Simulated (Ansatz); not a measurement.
A 12-atom cell of SiO2 (Fddd) from a materials database, relaxed with r2SCAN. The symmetry is Fddd (No. 70, orthorhombic); conventional cell a = 4.714 Å, b = 9.433 Å, c = 14.731 Å, 13.65 Å³ an atom. Around Si lie 4 O at 1.60–1.62 Å; around O lie 2 Si at 1.60 Å; around O lie 2 Si at 1.62 Å.

```
Si O
1.0
     0.00000    4.71650    7.36546
     2.35722    0.00000    7.36546
     2.35722    4.71650    0.00000
Si O
4 8
Direct
  0.56315 0.56315 0.93685
  0.31315 0.31315 0.68685
  0.68685 0.68685 0.31315
  0.93685 0.93685 0.56315
  0.62500 0.12500 0.62500
  0.62500 0.62500 0.12500
  0.62500 0.62500 0.62500
  0.12500 0.62500 0.62500
  0.18621 0.81379 0.18621
  0.81379 0.18621 0.81379
  0.43621 0.06379 0.43621
  0.06379 0.43621 0.06379
```

4 runs of the PAW code Ansatz on this cell differ in the functional (and in the settings that go with it). Levels are in eV from each run's valence top; v1 is the last filled band, c1 the first empty one.

Run A, mean stress -0.1 GPa (compression positive):
```tsv
point	v2	v1	c1	c2
Γ	-0.03	0.00	8.36	11.05
Y	-0.27	-0.27	10.64	10.64
T	-0.13	-0.13	11.01	11.01
Z	-0.16	-0.16	9.55	9.55
```

Run B, mean stress 0.0 GPa (compression positive):
```tsv
point	v2	v1	c1	c2
Γ	-0.03	0.00	7.59	10.27
Y	-0.27	-0.27	9.86	9.86
T	-0.13	-0.13	10.23	10.23
Z	-0.15	-0.15	8.77	8.77
```

Run C, mean stress 0.0 GPa (compression positive):
```tsv
point	v2	v1	c1	c2
Γ	-0.03	0.00	6.40	9.20
Y	-0.26	-0.26	8.66	8.66
T	-0.12	-0.12	9.04	9.04
Z	-0.16	-0.16	7.57	7.57
```

Run D, mean stress +4.9 GPa (compression positive):
```tsv
point	v2	v1	c1	c2
Γ	-0.03	0.00	5.78	8.34
Y	-0.26	-0.26	7.94	7.94
T	-0.12	-0.12	8.23	8.23
Z	-0.16	-0.16	6.94	6.94
```

Question: Match the runs to PBE, r2SCAN, HSE06, PBE0.

Answer: A is PBE0, B is HSE06, C is r2SCAN, D is PBE. In order of the gap: PBE 5.78, r2SCAN 6.40, HSE06 7.59, PBE0 8.36 eV.

No spin polarisation and no zero-point or thermal motion.

The program warns that its thresholds are loose for a hybrid's stress.

The meshes of the hybrids are coarse, so their gaps aren't converged to the digits shown.
